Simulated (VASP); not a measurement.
# ScAlN2 (I4_1/amd) in VASP: notebook

The runs below take ScAlN2 through single point, with PBE.

Everything below comes from runs of VASP 6.6.1. Logs are shortened: lines on timing, memory, paths and dates and some standing lists are left out, and cuts for length are marked.

## 1. The crystal as given

It takes space group I4_1/amd (No. 141, tetragonal). The conventional cell has a = 4.399 Å, b = 4.399 Å, c = 8.397 Å, α = 90.00°, β = 90.00°, γ = 90.00°. Sc (site symmetry -4m2) has 6 N at 2.20 Å as nearest neighbours. Al (site symmetry -4m2) is surrounded by 6 N at 1.99 to 2.20 Å. N (site symmetry 2mm) has 3 Al at 1.99 to 2.20 Å and 3 Sc at 2.20 Å as nearest neighbours.

The cell comes from a database or a generator and needn't be the stable form of this composition.

## 2. Single point, PBE

Input file INCAR:

```
SYSTEM = ScAlN2
PREC = Accurate ; ENCUT = 460
EDIFF = 1E-7 ; ISMEAR = 0
SIGMA = 0.5 ; LREAL = .False.
LASPH = .True. ; NELM = 100
ALGO = Normal ; ISIF = 2
LWAVE = .False. ; LCHARG = .False.
GGA = PE ; NBANDS = 34
ADDGRID = .False.
```

Input file KPOINTS:

```
regular mesh
0
Gamma
  4 4 4
  0 0 0
```

Input file POSCAR:

```
ScAlN2
1.0
   -2.1994840000      2.1994840000      4.1986215000
    2.1994840000     -2.1994840000      4.1986215000
    2.1994840000      2.1994840000     -4.1986215000
Sc Al N
2 2 4
Direct
    0.0000000000      0.0000000000      0.0000000000
    0.7500000000      0.2500000000      0.5000000000
    0.5000000000      0.5000000000      0.0000000000
    0.2500000000      0.7500000000      0.5000000000
    0.7375140000      0.7375140000      0.0000000000
    0.0124860000      0.5124860000      0.5000000000
    0.2624860000      0.2624860000      0.0000000000
    0.4875140000      0.9875140000      0.5000000000
```

Potentials or basis: VASP PAW PBE potentials, release 64 (Sc_sv, Al, N).

Command:

```bash
$ cat potpaw_PBE.64/Sc_sv/POTCAR potpaw_PBE.64/Al/POTCAR potpaw_PBE.64/N/POTCAR > POTCAR
$ mpirun -np 1 vasp_std > vasp.out
```

OUTCAR:

```text
SYSTEM = ScAlN2
   PREC = Accurate
   ENCUT = 460
   EDIFF = 1E-7
   ISMEAR = 0
   LREAL = .False.
   LASPH = .True.
   NELM = 100
   ISIF = 2
   GGA = PE

 Found     13 irreducible k-points:

 Following reciprocal coordinates:
            Coordinates               Weight
  0.000000  0.000000  0.000000      1.000000
  0.250000  0.000000  0.000000      8.000000
  0.500000  0.000000  0.000000      4.000000
  0.250000  0.250000  0.000000      8.000000
  0.500000  0.250000  0.000000     16.000000
 -0.250000  0.250000  0.000000      4.000000
   k-points           NKPTS =     13   k-points in BZ     NKDIM =     13   number of bands    NBANDS=     34
   number of dos      NEDOS =    301   number of ions     NIONS =      8
   total plane-waves  NPLWV =  64000
   dimension x,y,z NGX =    40 NGY =   40 NGZ =   40
   dimension x,y,z NGXF=    80 NGYF=   80 NGZF=   80
   ions per type =               2   2   4
   NGX,Y,Z   is equivalent  to a cutoff of  12.73, 12.73, 12.73 a.u.
   NGXF,Y,Z  is equivalent  to a cutoff of  25.45, 25.45, 25.45 a.u.
 SYSTEM =  ScAlN2
   PREC   = accura    normal or accurate (medium, high low for compatibility)
   ISTART =      0    job   : 0-new  1-cont  2-samecut
   ICHARG =      2    charge: 1-file 2-atom 10-const
   ISPIN  =      1    spin polarized calculation?
   LNONCOLLINEAR =      F non collinear calculations
   LSORBIT =      F    spin-orbit coupling
   LASPH  =      T    aspherical Exc in radial PAW
   ENCUT  =  460.0 eV  33.81 Ry    5.81 a.u.   9.14  9.14  9.14*2*pi/ulx,y,z
   NELM   =    100;   NELMIN=  2; NELMDL= -5     # of ELM steps
   EDIFF  = 0.1E-06   stopping-criterion for ELM
   LREAL  =      F    real-space projection
   EDIFFG = 0.1E-05   stopping-criterion for IOM
   NSW    =      0    number of steps for IOM
   IBRION =     -1    ionic relax: 0-MD 1-quasi-New 2-CG
   NFREE  =      0    steps in history (QN), initial steepest desc. (CG)
   ISIF   =      2    stress and relaxation
   ISYM   =      2    0-nonsym 1-usesym 2-fastsym
   POTIM  = 0.5000    time-step for ionic-motion
   TEBEG  =    0.0;   TEEND  =   0.0 temperature during run
   PSTRESS=    0.0 pullay stress
   NELECT =      48.0000    total number of electrons
   NUPDOWN=      -1.0000    fix difference up-down
   EMIN   =  10.00;   EMAX   =-10.00  energy-range for DOS
   EFERMI =   0.00;   METHOD = LEGACY
   ISMEAR =     0;   SIGMA  =   0.50  broadening in eV -4-tet -1-fermi 0-gaus
   EFERMI_NEDOS =   21; number of points for ismear=-14 and -15
   IALGO  =     38    algorithm
   IMIX   =      4    mixing-type and parameters
     AMIX     =   0.40;   BMIX     =  1.00
     AMIX_MAG =   1.60;   BMIX_MAG =  1.00
  volume/ion in A,a.u.               =      10.16        68.54
  Fermi-wavevector in a.u.,A,eV,Ry     =   1.373681  2.595880 25.674176  1.886999
  Thomas-Fermi vector in A             =   2.499176
   LORBIT       =      0    0 simple, 1 ext, 2 COOP (PROOUT), +10 PAW based schemes
   GGA     = PE    functional components
   LHFCALC =     F    Hartree Fock is set to
   AEXX    =    0.0000 exact exchange contribution
   IVDW    =     0    specifies the selected vdW correction
   LEPSILON=     F    determine dielectric tensor
   LRPA    =     F    only Hartree local field effects (RPA)
 non-spin polarized calculation
 Gauss-broadening in eV      SIGMA  =   0.50
  energy-cutoff  :      460.00
  volume of cell :       81.25
 maximum number of plane-waves:      1854
 NGX is ok and might be reduce to    40
   NGX = 19   NGY = 19   NGZ = 19

 number of electron      48.0000001 magnetization

 Free energy of the ion-electron system (eV)
  ---------------------------------------------------
  ext. energy  EPLUGINS =         0.00000000
  ---------------------------------------------------
  free energy    TOTEN  =       -64.85636386 eV

  energy without entropy =      -64.84609790  energy(sigma->0) =      -64.85123088

 E-fermi :   7.7294     XC(G=0): -11.9281

 val. band max:        7.2616003067   @ k =   0.0000   0.0000   0.0000
 cond. band min:       8.2184326119   @ k =   0.5000   0.5000   0.5000
 fundamental gap:      0.9568323053
 Fermi energy:         7.7294313502

 k-point     1 :       0.0000    0.0000    0.0000
  band No.  band energies     occupation
      1     -40.9203      2.00000
      2     -40.8142      2.00000
      3     -19.8226      2.00000
      4     -19.6704      2.00000
      5     -19.6704      2.00000
      6     -19.5131      2.00000
[... 26 lines left out ...]
     33      12.0626      0.00000
     34      12.4183      0.00000

 k-point     2 :       0.2500    0.0000    0.0000
  band No.  band energies     occupation
      1     -40.9089      2.00000
      2     -40.8251      2.00000
      3     -19.8285      2.00000
      4     -19.7273      2.00000
      5     -19.6844      2.00000
      6     -19.5129      2.00000
[... 26 lines left out ...]
     33      12.5079      0.00000
     34      13.3380      0.00000

 k-point     3 :       0.5000    0.0000    0.0000
  band No.  band energies     occupation
      1     -40.8932      2.00000
      2     -40.8402      2.00000
      3     -19.8353      2.00000
      4     -19.7816      2.00000
      5     -19.6961      2.00000
      6     -19.4992      2.00000
[... 26 lines left out ...]
     33      13.7426      0.00000
     34      14.1701      0.00000

 k-point     4 :       0.2500    0.2500    0.0000
  band No.  band energies     occupation
      1     -40.8932      2.00000
      2     -40.8402      2.00000
      3     -19.8217      2.00000
      4     -19.7932      2.00000
      5     -19.6828      2.00000
      6     -19.5474      2.00000
[... 26 lines left out ...]
     33      13.5444      0.00000
     34      13.8457      0.00000

 k-point     5 :       0.5000    0.2500    0.0000
  band No.  band energies     occupation
      1     -40.8851      2.00000
      2     -40.8476      2.00000
      3     -19.8547      2.00000
      4     -19.8129      2.00000
      5     -19.6690      2.00000
      6     -19.5791      2.00000
[... 26 lines left out ...]
     33      13.8008      0.00000
     34      14.3291      0.00000

 k-point     6 :      -0.2500    0.2500    0.0000
  band No.  band energies     occupation
      1     -40.9042      2.00000
      2     -40.8292      2.00000
      3     -19.8493      2.00000
      4     -19.7649      2.00000
      5     -19.6664      2.00000
      6     -19.5637      2.00000
[... 26 lines left out ...]
     33      13.7236      0.00000
     34      14.0415      0.00000

 [... further k-points ...]

------------------------ aborting loop because EDIFF is reached ----------------------------------------

  FORCE on cell =-STRESS in cart. coord.  units (eV):
  Direction    XX          YY          ZZ          XY          YZ          ZX
  --------------------------------------------------------------------------------------
  -------------------------------------------------------------------------------------
  Total       -0.2789019     -0.2789019     -0.2892064      0.0000000     -0.0000000      0.0000000
  in kB       -5.4998859     -5.4998859     -5.7030887      0.0000000     -0.0000000      0.0000000
  external PRESSURE =      -5.5676202 kB  Pullay stress =       0.0000000 kB

 VOLUME and BASIS-vectors are now :
 -----------------------------------------------------------------------------
  energy-cutoff  :      460.00
  volume of cell :       81.25
      direct lattice vectors                 reciprocal lattice vectors
    -2.199484000  2.199484000  4.198621500     0.000000000  0.227326046  0.119086705
     2.199484000 -2.199484000  4.198621500     0.227326046  0.000000000  0.119086705
     2.199484000  2.199484000 -4.198621500     0.227326046  0.227326046  0.000000000

 POSITION                                       TOTAL-FORCE (eV/Angst)
 -----------------------------------------------------------------------------------
      0.00000      0.00000      0.00000         0.000000      0.000000      0.000000
      0.00000      2.19948      2.09931         0.000000      0.000000     -0.000000
      0.00000      0.00000      4.19862         0.000000      0.000000     -0.000000
      2.19948      0.00000      2.09931         0.000000      0.000000      0.000000
      0.00000      0.00000      6.19308         0.000000      0.000000     -0.005731
      2.19948      0.00000      0.10485        -0.000000     -0.000000      0.005731
      0.00000      0.00000      2.20416        -0.000000     -0.000000      0.005731
      2.19948      0.00000      4.09377        -0.000000     -0.000000     -0.005731
 -----------------------------------------------------------------------------------
    total drift:                               -0.000000      0.000000     -0.000000

  FREE ENERGIE OF THE ION-ELECTRON SYSTEM (eV)
  ---------------------------------------------------
  free  energy   TOTEN  =       -64.8563638627 eV

  energy  without entropy=      -64.8460978972  energy(sigma->0) =      -64.85123088
```

OSZICAR:

```text
N       E                     dE             d eps       ncg     rms          rms(c)
DAV:   1     0.570225033743E+03    0.57023E+03   -0.19498E+04   884   0.135E+03
DAV:   2     0.149593587460E+02   -0.55527E+03   -0.53512E+03   892   0.479E+02
DAV:   3    -0.733533308617E+02   -0.88313E+02   -0.81813E+02  1494   0.161E+02
DAV:   4    -0.776483469154E+02   -0.42950E+01   -0.42681E+01  1448   0.418E+01
DAV:   5    -0.777024251241E+02   -0.54078E-01   -0.54010E-01  1424   0.590E+00    0.240E+01
DAV:   6    -0.647836073307E+02    0.12919E+02   -0.56722E+01  1374   0.507E+01    0.938E+00
DAV:   7    -0.649725132216E+02   -0.18891E+00   -0.39497E+00  1440   0.126E+01    0.673E+00
DAV:   8    -0.648822591468E+02    0.90254E-01   -0.70793E-01  1332   0.508E+00    0.103E+00
DAV:   9    -0.648604928373E+02    0.21766E-01   -0.55506E-02  1400   0.125E+00    0.733E-01
DAV:  10    -0.648562421954E+02    0.42506E-02   -0.22504E-02  1382   0.117E+00    0.159E-01
DAV:  11    -0.648564849444E+02   -0.24275E-03   -0.23328E-03  1464   0.329E-01    0.844E-02
DAV:  12    -0.648563693991E+02    0.11555E-03   -0.61018E-04  1382   0.208E-01    0.253E-02
DAV:  13    -0.648563653040E+02    0.40951E-05   -0.58093E-05  1352   0.923E-02    0.103E-02
DAV:  14    -0.648563638861E+02    0.14179E-05   -0.42481E-06  1344   0.264E-02    0.374E-03
DAV:  15    -0.648563638627E+02    0.23349E-07   -0.97706E-07  1272   0.594E-03
   1 F= -.64856364E+02 E0= -.64851231E+02  d E =-.102660E-01
```

It took 23 s on 1 thread of Intel Xeon 6975P-C (Granite Rapids), shared host; peak memory 0.24 GiB.

The run converged, but some of its settings lie outside the range that counts as converged, so its numbers aren't taken as properties of the crystal.

Results:

```
Free energy            : -64.8564 eV
Pressure               : -0.6 GPa
Largest force          : 0.006 eV/Å
Band gap on the k mesh : 0.96 eV, indirect (least direct gap 1.05 eV)
```

Caveat: the k mesh is coarse (spacing up to 0.50 Å⁻¹), so the values aren't converged; the cutoff is under 1.25 times the usual one of these potentials, so pressure, stress and relaxed cells hold a basis-set (Pulay) error.

## 3. Single point, PBE

INCAR, as its differences from that of step 2:

```diff
@@ -3,3 +3,3 @@
 EDIFF = 1E-7 ; ISMEAR = 0
-SIGMA = 0.5 ; LREAL = .False.
+SIGMA = 0.1 ; LREAL = .False.
 LASPH = .True. ; NELM = 100
```

KPOINTS is that of step 2.

POSCAR is that of step 2.

Potentials or basis: VASP PAW PBE potentials, release 64 (Sc_sv, Al, N).

Command:

```bash
$ cat potpaw_PBE.64/Sc_sv/POTCAR potpaw_PBE.64/Al/POTCAR potpaw_PBE.64/N/POTCAR > POTCAR
$ mpirun -np 1 vasp_std > vasp.out
```

It took 26 s on 1 thread of Intel Xeon 6975P-C (Granite Rapids), shared host; peak memory 0.24 GiB.

The run converged, but some of its settings lie outside the range that counts as converged, so its numbers aren't taken as properties of the crystal.

What came out:

| Quantity | Value |
| --- | --- |
| Free energy | -64.8541 eV |
| Pressure | -0.5 GPa |
| Band gap on the k mesh | 0.95 eV, indirect (least direct gap 1.05 eV) |

Caveat: the k mesh is coarse (spacing up to 0.50 Å⁻¹), so the values aren't converged; the cutoff is under 1.25 times the usual one of these potentials, so pressure, stress and relaxed cells hold a basis-set (Pulay) error.

[end of part 1 of 3]
